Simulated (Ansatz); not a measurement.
## Run times of several calculations on PbO₂

Cell: 12 atoms, space group Pbcn, a = 4.947 Å, b = 5.951 Å, c = 5.497 Å, α = 90.00°, β = 90.00°, γ = 90.00°.

All runs are DFT with Ansatz 0.2.0 on 1 thread of Intel Xeon 6975P-C (Granite Rapids) (x86_64; 16 cores open to the job, memory cap 3.0 GiB, no GPU), a shared host.

(1) Rank the runs by wall time, shortest first.
A. single point, PBE, gradients read without the response of the cores, 420 eV, 7×6×6 k-points, smearing 0.05 eV
B. relaxation of the ions, PBE, gradients read without the response of the cores, 420 eV, 7×6×6 k-points, smearing 0.05 eV
C. single point at relaxed positions, r2SCAN, gradients read without the response of the cores, 500 eV, 7×6×6 k-points, smearing 0.05 eV
D. single point, PBE, gradients read without the response of the cores, 420 eV, 5×4×4 k-points, smearing 0.02 eV

Results:

(1) D (20 s, 0.53 GiB), A (33 s, 0.72 GiB), C (63 s, 1.1 GiB), B (1.7 min, 0.82 GiB).
